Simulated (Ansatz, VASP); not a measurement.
**One calculation of GaP, two programs**

```xyz
2
Lattice="0.0000 2.7229 2.7229 2.7229 0.0000 2.7229 2.7229 2.7229 0.0000" Properties=species:S:1:pos:R:3 pbc="T T T"
Ga    0.0000    0.0000    0.0000
P     4.0844    4.0844    4.0844
```

Alike in both runs: functional PBE; dispersion D3(BJ); k mesh 8 × 8 × 8; occupations gaussian, width 0.02 eV; no spin polarisation.

Ansatz relaxed the structure, and its values are those at the end. VASP's run is a single point on that final structure, the one shown.

```csv
,VASP,Ansatz
version,VASP 6.6.1,Ansatz 0.2.0
potentials or method,"VASP PAW PBE potentials, release 64 (Ga_d, P)","scalar-relativistic, plane waves, PAW"
plane-wave cutoff (eV),520,420
valence electrons in the cell,18,18
```

```tsv
	VASP	Ansatz	Ansatz less VASP
gap on the k mesh at the Fermi level (eV)	1.64	1.64	0.000
least direct gap on the mesh (eV)	1.85	1.85	+0.002
pressure (GPa)	-0.1	0.0	+0.09
```

A k mesh can miss the band edges.
